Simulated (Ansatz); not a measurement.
The system is ZnS (Wurtzite-6H).

```xyz
12
Lattice="3.8120 0.0000 0.0000 -1.9060 3.3013 0.0000 0.0000 0.0000 18.6900" Properties=species:S:1:pos:R:3 pbc="T T T"
Zn    0.0000    2.2009   15.5749
Zn    1.9060    1.1004    6.2299
Zn    1.9060    1.1004   12.4601
Zn    0.0000    2.2009    3.1151
Zn    0.0000    0.0000    9.3450
Zn    0.0000    0.0000    0.0000
S     0.0000    2.2009   17.9112
S     1.9060    1.1004    8.5662
S     1.9060    1.1004   14.7963
S     0.0000    2.2009    5.4513
S     0.0000    0.0000   11.6812
S     0.0000    0.0000    2.3362
```

Program: Ansatz 0.2.0. Alike in all runs: potentials or basis Ansatz PAW; no spin polarisation; cell as given.

Task: Order these runs on this cell by their band gap on the k mesh, lowest first.
A. level r2SCAN; k mesh 8 × 8 × 2; cutoff (eV) 500; smearing fermi-dirac 0.05 eV; points for each segment of the path 10; mesh quality not flagged
B. level HSE06; k mesh 6 × 6 × 2; cutoff (eV) 420; smearing fixed; level hse06; run kind scf; mesh quality not flagged
C. level PBE0; k mesh 6 × 6 × 2; cutoff (eV) 420; smearing fixed; level pbe0; run kind scf; mesh quality not flagged
D. level RPBE; k mesh 8 × 8 × 2; cutoff (eV) 420; smearing fermi-dirac 0.05 eV; points for each segment of the path 10; mesh quality not flagged
E. level PBE; k mesh 3 × 3 × 1; cutoff (eV) 420; smearing fermi-dirac 0.05 eV; mesh quality coarse

Result: E (2.14 eV), D (2.33 eV), A (2.72 eV), B (3.39 eV), C (4.05 eV).

Caveats: some runs use coarse meshes; odd divisions of the mesh miss points on the zone boundary, where band edges often lie, so the gap on the mesh can be too wide (some runs).

A k mesh can miss the band edges.

Not every run made on this cell is shown here.
